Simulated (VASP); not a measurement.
Set up this calculation in VASP 6.6.1, as the native input.

```yaml
Task: relaxation of cell and atoms
Functional: r2SCAN
Potentials_or_basis: VASP PAW PBE potentials, release 64 (Si)
Cutoff: 600 eV
k_mesh: 12 × 12 × 12
Occupations: gaussian, width 0.03 eV
Spin: no spin polarisation
Dipole_correction: no
Further_INCAR_settings: ALGO = Normal; EDIFF = 1e-06; IBRION = 2; EDIFFG = -0.002; NSW = 80; ISIF = 3
```

Crystal: Si.

```
Si
1.0
     0.00000    2.71500    2.71500
     2.71500    0.00000    2.71500
     2.71500    2.71500    0.00000
Si
2
Direct
  0.00000 0.00000 0.00000
  0.25000 0.25000 0.25000
```

The cell was built by a generator and needn't be a form met in nature.

The input as run:

POSCAR

```
Si
1.0
    0.0000000000      2.7150000000      2.7150000000
    2.7150000000      0.0000000000      2.7150000000
    2.7150000000      2.7150000000      0.0000000000
Si
2
Direct
    0.0000000000      0.0000000000      0.0000000000
    0.2500000000      0.2500000000      0.2500000000
```

INCAR.step1

```
SYSTEM = Si
  PREC = Accurate
  ENCUT = 600
  ISMEAR = 0
  SIGMA = 0.03
  LREAL = .False.
  LASPH = .True.
  NELM = 100
  GGA = PE
  ALGO = Normal
  EDIFF = 1E-4
  LWAVE = .True.
  LCHARG = .False.
```

INCAR.step2

```
SYSTEM = Si
  PREC = Accurate
  ENCUT = 600
  EDIFF = 1E-6
  ISMEAR = 0
  SIGMA = 0.03
  LREAL = .False.
  LASPH = .True.
  NELM = 100
  ALGO = Normal
  ISIF = 3
  LWAVE = .False.
  LCHARG = .False.
  METAGGA = R2SCAN
  LMIXTAU = .True.
  IBRION = 2
  NSW = 80
  EDIFFG = -0.002
  ISTART = 1
```

KPOINTS

```
Automatic mesh
0
Gamma
  12 12 12
  0 0 0
```

Potentials or basis: VASP PAW PBE potentials, release 64 (Si).

Launch:

```bash
$ cat potpaw_PBE.64/Si/POTCAR > POTCAR
$ cp INCAR.step1 INCAR
$ mpirun -np 1 vasp_std > vasp.out
$ cp INCAR.step2 INCAR
$ mpirun -np 1 vasp_std > vasp.out
```

It gave:

```json
{
  "Relaxed volume": "20.12 Å³/atom",
  "Relaxed cell": "a = 3.846 Å, b = 3.846 Å, c = 3.846 Å, α = 60.00°, β = 60.00°, γ = 60.00°",
  "Space group after relaxing (to 0.05 Å)": "Fd-3m (No. 227)",
  "Energy gained by relaxing": "0.2 meV/atom",
  "Ionic steps": "3",
  "Pressure after relaxing": "0.0 GPa",
  "Band gap on the k mesh": "0.78 eV, indirect (least direct gap 2.76 eV)"
}
```

Caveat: the PAW data sets were made with another functional, which shifts forces and pressure a little.

Run time: 66 s on 1 thread of Intel(R) Xeon(R) 6975P-C (Granite Rapids) (shared host), peak memory 0.18 GiB.
